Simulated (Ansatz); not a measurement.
# AlNi3 in Ansatz: the effect of functional

Crystal: AlNi3.

```
CELL_PARAMETERS angstrom
3.47544 0.00000 0.00000
0.00000 3.47544 0.00000
0.00000 0.00000 3.47544
ATOMIC_POSITIONS crystal
Ni 0.50000 0.50000 0.00000
Ni 0.50000 0.00000 0.50000
Ni 0.00000 0.50000 0.50000
Al 0.00000 0.00000 0.00000
```

The cell is a database's computed one.

The cell isn't the ideal one: volume scaled by 0.96.

Alike in all runs:

- Program: Ansatz 0.2.0
- Task: single point
- Potentials or basis: Ansatz PAW
- k mesh: 8 × 8 × 8
- Occupations: fermi-dirac, width 0.05 eV
- Spin: collinear spin, ferromagnetic start
- Starting moments: [1.0, 1.0, 1.0, 0.0] μB

```csv
functional,cutoff,pressure (GPa),moment (μB)
LDA,420 eV (not typed: the program's choice for these potentials),?,?
PBEsol,420 eV (not typed: the program's choice for these potentials),8.3,0.61
r2SCAN,500 eV (not typed: the program's choice for these potentials),9.7,0.85
```

Problem. What does the run with functional LDA give?

Solution. Pressure 1.0 GPa; moment 0.41 μB.

Caveats: the PAW data sets come from PBE, with cores solved anew for the run's functional, which leaves a small shift of forces and pressure; the magnetic or orbital state may not be the lowest (some runs).
